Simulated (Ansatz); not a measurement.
The system is MnO2.

```
Mn O
1.0
     2.85496    0.00000    0.00000
    -1.42748    2.47246    0.00000
     0.00000    0.00000   10.22174
Mn O
2 4
Direct
  0.00000 0.00000 0.50000
  0.00000 0.00000 0.00000
  0.66667 0.33333 0.40686
  0.66667 0.33333 0.09314
  0.33333 0.66667 0.59314
  0.33333 0.66667 0.90686
```

Measurements of this composition are mostly on another form, of space group No. 136.

Alike in all runs: program Ansatz 0.2.0; functional PBEsol; potentials or basis Ansatz PAW; cutoff 420 eV (not typed: the program's choice for these potentials); k mesh 9 × 9 × 3; occupations fermi-dirac, width 0.05 eV.

**Question.** Only the start or the spin constraint differs. Which run ends lowest in energy?
A. collinear spin, ferromagnetic start of up to 3 μB; fixed moment 6
B. collinear spin, ferromagnetic start of up to 5 μB; fixed moment 10
C. collinear spin, ferromagnetic start of up to 1 μB; fixed moment 2
D. collinear spin, program default start; fixed moment 0
E. collinear spin, ferromagnetic start of up to 4 μB; fixed moment 8
F. collinear spin, ferromagnetic start of up to 2 μB; fixed moment 4

**Answer.** A.

```csv
start,free energy over the lowest (meV/atom),net moment (μB),site or absolute moments (μB),gap
"collinear spin, ferromagnetic start of up to 6 μB; fixed moment 12",2013.6,12.00,Mn +3.46; O +0.83,-
"collinear spin, ferromagnetic start of up to 3 μB; fixed moment 6",0.0,6.00,Mn +2.49; O +0.05,-
"collinear spin, ferromagnetic start of up to 5 μB; fixed moment 10",1188.2,10.00,Mn +3.12; O +0.59,-
"collinear spin, ferromagnetic start of up to 8 μB; fixed moment 16",4703.7,16.00,Mn +3.84; O +1.32,-
"collinear spin, program default start; fixed moment 0",361.6,0.00,-,-
"collinear spin, ferromagnetic start of up to 1 μB; fixed moment 2",294.4,2.00,Mn +0.87; O +0.00,-
"collinear spin, ferromagnetic start of up to 2 μB; fixed moment 4",162.7,4.00,Mn +1.70; O +0.01,-
"collinear spin, ferromagnetic start of up to 4 μB; fixed moment 8",522.1,8.00,Mn +2.78; O +0.33,-
```

All polarised runs hold their moment fixed, so the table maps the energy against it. A still lower state may exist.

Caveats: the total moment is fixed, so each spin has its own Fermi level; forces of over 1 eV/Å show positions far from the minimum, so gaps and moduli don't describe the material at rest (some runs).
